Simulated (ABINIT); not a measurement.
MgS (Niningerite):

```
S Mg
1.0
     0.00000    2.60165    2.60165
     2.60165    0.00000    2.60165
     2.60165    2.60165    0.00000
S Mg
1 1
Direct
  0.50000 0.50000 0.50000
  0.00000 0.00000 0.00000
```

Base run:

| Quantity | Value |
| --- | --- |
| Program | ABINIT 10.8.3 (patched build) |
| Functional | PBE |
| Potentials or basis | JTH PAW PBE v2.0 |
| Cutoff | 544 eV |
| k mesh | 9 × 9 × 9 |
| Occupations | fermi-dirac, width 0.05 eV |
| Spin | no spin polarisation |

Its results: band gap on the k mesh 2.91 eV, indirect (least direct gap 3.71 eV); pressure 1.1 GPa.

**Question.** After a change of settings the same cell gave: band gap on the k mesh 3.00 eV, indirect (least direct gap 3.71 eV); pressure 1.1 GPa. Which change was it?
A. functional from PBE to PBEsol
B. functional from PBE to PBEsol; potentials or basis from JTH PAW PBE v2.0 to PseudoDojo NC SR PBEsol v0.4.1 standard; cutoff from 544 eV to 1143 eV
C. potentials or basis from JTH PAW PBE v2.0 to PseudoDojo NC SR PBE v0.4.1 standard; cutoff from 544 eV to 1088 eV; k mesh from 9 × 9 × 9 to 7 × 7 × 7
D. functional from PBE to LDA; potentials or basis from JTH PAW PBE v2.0 to JTH PAW LDA v2.0

**Answer.** C.

Caveats: the mesh misses the band edges, which the band path finds closer together (some runs); an odd mesh through Γ misses points on the zone boundary, where band edges often lie (some runs).

Not every run made on this cell is shown here.
